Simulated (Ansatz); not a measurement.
# CuI: stress in a strained cell

CuI is deformed so: equal xx and yy strain of -3 %. What stress and forces result, by LAPW, PAW and all-electron datasets made for the crystal?

Method: DFT LDA, scalar-relativistic, in Ansatz 0.2.0.

### 1 Starting point

The structure is orthorhombic, space group Cmcm (No. 63). The conventional cell has a = 7.466 Å, b = 7.422 Å, c = 4.307 Å, α = 90.00°, β = 90.00°, γ = 90.00°. Cu (site symmetry m2m) is surrounded by 2 Cu at 2.46 Å and 3 I at 2.58 to 2.59 Å. Around I (site symmetry m2m) lie 3 Cu at 2.58 to 2.59 Å.

As a file:

```
Cu I
1.0
     3.73317   -3.71109    0.00000
     3.73317    3.71109    0.00000
     0.00000    0.00000    4.30700
Cu I
2 2
Direct
  0.42044 0.57956 0.75000
  0.57956 0.42044 0.25000
  0.77004 0.22996 0.75000
  0.22996 0.77004 0.25000
```

Atoms are numbered in the order of the input: Cu1, Cu2, I3, I4.

### 2 After the deformation

Space group Cmcm before, Cmcm after.

### 3 LAPW, all electrons

The input, input.yaml:

```yaml
crystal:
  lattice:
    - [3.6211725623, -3.5997537789, 0.0]
    - [3.6211725623, 3.5997537789, 0.0]
    - [0.0, 0.0, 4.30699767]
  atoms:
    - { symbol: Cu, position: [0.42043883, 0.57956117, 0.75] }
    - { symbol: Cu, position: [0.57956117, 0.42043883, 0.25] }
    - { symbol: I, position: [0.77004268, 0.22995732, 0.75] }
    - { symbol: I, position: [0.22995732, 0.77004268, 0.25] }
kpoints:
  mp_grid: { grid: [5, 5, 6] }
  band_path:
    path:
      - [0.0, 0.0, 0.0]
      - [0.5, 0.5, 0.0]
      - [0.4970513089, 0.5029486911, 0.0]
      - [-0.4970513089, 0.4970513089, 0.0]
      - [0.0, 0.0, 0.0]
      - [0.0, 0.0, 0.5]
      - [-0.4970513089, 0.4970513089, 0.5]
      - [0.4970513089, 0.5029486911, 0.5]
      - [0.5, 0.5, 0.5]
    npoints: 5
scf:
  occupations: { method: fermi_dirac, width: 0.02 }
hamiltonian:
  xc: lda
  pseudopotentials: { kind: all_electron, lapw: { basis_error: 0.0005 } }
output:
  forces: true
  stress: true
  eigenvalues: true
```

Command:

```sh
$ ansatz run input.yaml --threads 1 --pin off --max-ram 6144MiB --backend cpu --events-out ev --progress --plain --runs-dir out
```

### 4 PAW on the default files

The input, input.yaml:

```yaml
crystal:
  lattice:
    - [3.6211725623, -3.5997537789, 0.0]
    - [3.6211725623, 3.5997537789, 0.0]
    - [0.0, 0.0, 4.30699767]
  atoms:
    - { symbol: Cu, position: [0.42043883, 0.57956117, 0.75] }
    - { symbol: Cu, position: [0.57956117, 0.42043883, 0.25] }
    - { symbol: I, position: [0.77004268, 0.22995732, 0.75] }
    - { symbol: I, position: [0.22995732, 0.77004268, 0.25] }
kpoints:
  mp_grid: { grid: [5, 5, 6] }
scf:
  occupations: { method: fermi_dirac, width: 0.02 }
hamiltonian:
  xc: lda
  pseudopotentials: { kind: paw }
output:
  forces: true
  stress: true
  eigenvalues: true
  efg: { contact_densities: true }
```

### 5 Datasets made for this crystal

input.yaml: that of step 4 with these lines changed.

```diff
@@ -16,3 +16,3 @@
   xc: lda
-  pseudopotentials: { kind: paw }
+  pseudopotentials: { kind: all_electron, datasets: crystal }
 output:
```

(Steps that only read results are left out.)

Q: Predict the outcome of this session. Wanted: pressure; largest shear or deviatoric stress.

As calculated:

| quantity | value |
| --- | --- |
| pressure | LAPW -1.29, PAW -1.29, crystal datasets -1.29 GPa |
| largest shear or deviatoric stress (LAPW) | 1.37 GPa |

In words: The largest part of the stress beyond the pressure is 1.37 GPa in size, in the zz component; the atoms are carried along and not relaxed. No run of the undeformed cell stands beside it, so the pressure holds what the given cell had before the change. PAW: stress within 0.01 GPa of LAPW, forces within 1 meV/Å. Crystal datasets: stress within 0.01 GPa of LAPW, forces within 1 meV/Å. Spin-orbit coupling is left out, though the cell holds I; in elements this heavy it can shift bands and gaps by tenths of an eV.

The gaps are Kohn-Sham values of a semilocal functional, not quasiparticle or optical gaps. Such gaps usually fall short of the measured ones; spin-orbit coupling, left out here, narrows gaps with I, so the two errors partly cancel.
